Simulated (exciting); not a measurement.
MgO:

```xyz
2
Lattice="0.0000 2.0970 2.0970 2.0970 0.0000 2.0970 2.0970 2.0970 0.0000" Properties=species:S:1:pos:R:3 pbc="T T T"
Mg    0.0000    0.0000    0.0000
O     2.0970    2.0970    2.0970
```

The cell is a database's computed one.

Base run:

* Program: exciting (release sodium)
* Functional: PBE
* Potentials or basis: all-electron LAPW+lo, shipped species files, valence relativity iora*
* rgkmax: 7.5
* k mesh: 11 × 11 × 11
* Occupations: fermi-dirac, width 0.05 eV
* Spin: no spin polarisation

Its results: band gap on the k mesh 4.87 eV, direct.

Question: The run is repeated on the same cell with these changes: functional from PBE to PBEsol. What comes out?

Answer: Band gap on the k mesh 4.77 eV, direct.

Not every run made on this cell is shown here.
